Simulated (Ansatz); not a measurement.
ZnS (h-MgO type) (it has left that coordination), relaxed with r2SCAN: 5 runs in Ansatz, each a calculation of independent-particle optics. Space group P6_3/mmc (No. 194), hexagonal; conventional cell a = 3.946 Å, c = 5.880 Å, 19.83 Å³ an atom. Zn is surrounded by 3 S at 2.28 Å; S is surrounded by 3 Zn at 2.28 Å. Values at 0 K without nuclear motion; spin polarisation is off, and the phase may be a hypothetical one.

```xyz
4
Lattice="3.9464 0.0000 0.0000 -1.9732 3.4177 0.0000 0.0000 0.0000 5.8801" Properties=species:S:1:pos:R:3 pbc="T T T"
Zn    0.0000    2.2784    1.4700
Zn    1.9732    1.1392    4.4100
S     1.9732    1.1392    1.4700
S     0.0000    2.2784    4.4100
```

On meshes this coarse, single peaks can be features of the mesh. No local fields, no excitons; the zone sum runs over the cells of the mesh, and ε∞ includes the bands left out of the spectrum. Up to four peaks are listed, those above 15 % of the tallest and inside the complete range; the four can differ from row to row. Rows marked drawn have settings drawn at random (some not listed).

| functional | k mesh | broadening (eV) | scissors (eV) | range (eV) | settings | direct gap on the mesh before scissors (eV) | ε∞ xx | ε∞ yy | ε∞ zz | complete up to (eV) | tallest peaks of mean ε₂ (eV) |
| --- | --- | --- | --- | --- | --- | --- | --- | --- | --- | --- | --- |
| r2SCAN | 6×6×4 | 0.1 | 0.00 | 0–13 | chosen | 1.95 | 6.03 | 6.03 | 5.76 | 13.0 | 5.95 7.25 7.80 8.45 |
| PBE | 6×6×4 | 0.1 | 1.20 (to HSE06) | 0–13 | chosen | 1.44 | 5.82 | 5.82 | 5.61 | 13.0 | 6.05 6.65 8.00 9.20 |
| r2SCAN | 6×6×2 | 0.03 | 0.60 | 2–20 | drawn | 1.95 | 5.61 | 5.61 | 5.35 | 20.0 | 6.60 7.80 9.00 10.40 |
| r2SCAN | 6×6×4 | 0.4 | 0.60 | 0.5–20 | drawn | 1.95 | 5.66 | 5.66 | 5.40 | 20.0 | 6.50 |

Q: Estimate from these rows what the further settings give.

| functional | k mesh | broadening (eV) | scissors (eV) | range (eV) | settings |
| --- | --- | --- | --- | --- | --- |
| PBE | 6×6×4 | 0.1 | 0.00 | 0–13 | chosen |

A:
```tsv
functional	k mesh	broadening (eV)	scissors (eV)	range (eV)	settings	direct gap on the mesh before scissors (eV)	ε∞ xx	ε∞ yy	ε∞ zz	complete up to (eV)	tallest peaks of mean ε₂ (eV)
PBE	6×6×4	0.1	0.00	0–13	chosen	1.44	6.83	6.83	6.60	13.0	4.85 5.45 6.80 8.00
```
